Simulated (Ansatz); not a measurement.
**NaH: two-dimensional strain map**

These are results of Ansatz, DFT r2SCAN, scalar-relativistic, plane waves, PAW, not measurements. The runs took a 500 eV cutoff, a Γ-centred 10×10×10 mesh and Gaussian smearing (0.05 eV). No spin polarisation. Energies are free energies at this smearing, counted from the undisturbed cell; pressure is positive in compression.

Zero of the scan (as given, not relaxed at this level; it stands at -0.6 GPa; this CsCl-type form isn't the usual structure):

```
Na H
1.0
     2.95512    0.00000    0.00000
     0.00000    2.95512    0.00000
     0.00000    0.00000    2.95512
Na H
1 1
Direct
  0.00000 0.00000 0.00000
  0.50000 0.50000 0.50000
```

The cell is strained by p along both x and y and by q along z, fractional coordinates fixed. Points are written (p, q).

Energy above the undisturbed cell in meV/atom (a dash: not computed):

```
 p \ q  -0.050  -0.025  0.000  0.025  0.050
-0.050       ?    13.3   14.7   21.3   32.8
 0.000     8.7       –    0.0      –   11.8
 0.050    35.1       –      ?      –   25.4
```

(1) Fill in the withheld energies.

Results:

(1) (-0.050, -0.050): 17.9; (0.050, 0.000): 20.3.